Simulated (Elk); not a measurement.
An Elk run on MgSe with settings drawn from a wide range, so not all are converged; totals and levels move with the basis, and no second program has checked them. All numbers below come from DFT, TB-mBJ exchange potential with LDA correlation, all-electron APW+lo, Dirac cores, scalar-relativistic bands (Elk 11.2.3 with local patches). Elk's input is in atomic units.

Command: `OMP_NUM_THREADS=1 elk` The run took about 250 s on 1 thread of a shared machine.

```
tasks
  0
  110
  115

xctype
  100 208 12

rgkmax
  7.5

gmaxvr
  18

lmaxapw
  12

lmaxo
  6

lmaxi
  4

nrmtscf
  1.5

nempty
  12

epspot
  1e-05

epsengy
  1e-05

maxscl
  100

swidth
  0.0005

stype
  1

lradstp
  2

mixtype
  3

hmaxvr
  6

tforce
  .true.

sppath
  './'

avec
  0.00000000000 5.08083936353 5.08083936353
  5.08083936353 0.00000000000 5.08083936353
  5.08083936353 5.08083936353 0.00000000000

atoms
  2
  'Mg.in'
  1
  0.000000000000 0.000000000000 0.000000000000   0.000 0.000 0.000
  'Se.in'
  1
  0.500000000000 0.500000000000 0.500000000000   0.000 0.000 0.000

ngridk
  8 8 8
```

Muffin-tin radii in the species files: Mg 1.87, Se 2.04 bohr.

The cell comes from COD entry 9008673, which wasn't checked; take it as a given geometry. It is an old determination, and later ones may differ. The listed cell was then made from it by scaling, straining or moving an atom.

Question: What does the run give?

Answer: It settled in energy, though the test on the potential was never met; total energy -2525.8603 Ha, charge error 0.0006 e; sphere charges Mg1 10.13, Se2 31.51 e; gap 3.01 eV; 100 SCF iterations.
```
Warning(gndstate): failed to reach self-consistency after 100 loops
```
